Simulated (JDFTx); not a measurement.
MgS (Niningerite) under changes of volume

One of the cells (17.609 Å³/atom); the others are scaled copies at fixed shape and fractional positions:

```xyz
2
Lattice="0.0000 2.6016 2.6016 2.6016 0.0000 2.6016 2.6016 2.6016 0.0000" Properties=species:S:1:pos:R:3 pbc="T T T"
S     2.6016    2.6016    2.6016
Mg    0.0000    0.0000    0.0000
```

```yaml
Program: JDFTx 1.7.0 (patched build)
Functional: PBEsol
Potentials_or_basis: PseudoDojo-SR-PBEsol-0.4.1-standard with smoothed tails
Cutoff: 1143 eV
Density_cutoff: 9143 eV
k_mesh: 9 × 9 × 9
Occupations: fermi-dirac, width 0.05 eV
Spin: no spin polarisation
```

| volume (Å³/atom) | energy over the lowest point (meV/atom) | pressure (GPa) | gap on the mesh (eV) |
| --- | --- | --- | --- |
| 16.553 | 10.83 | 4.3 | 2.96 |
| 16.905 | ? | ? | ? |
| 17.257 | 0.00 | 0.7 | 2.87 |
| 17.609 | 0.23 | -0.9 | 2.83 |
| 17.962 | 3.74 | -2.3 | 2.79 |
| 18.314 | 10.21 | -3.6 | 2.75 |
| 18.666 | 19.34 | -4.7 | 2.71 |

Q: What does the run at 16.905 Å³/atom give?

A: Energy over the lowest point 3.40 meV/atom; pressure 2.4 GPa; gap on the mesh 2.92 eV.

Worked out: A Birch-Murnaghan fit of order 3 (a polynomial in V^(-2/3)) to the other rows has its minimum at 17.41 Å³/atom with B0 = V·E''(V) = 78 GPa and B' = 4.1. It gives 3.40 meV/atom at 16.905 Å³/atom, against the run's 3.40, and -dE/dV = 2.4 GPa, against 2.4. A straight line through the other rows of the gap, of slope -2.07 eV per unit of ln V, gives 2.91 eV, against the run's 2.92.

Energies are extrapolated to zero smearing.

Caveats: an odd mesh through Γ misses points on the zone boundary, where band edges often lie.
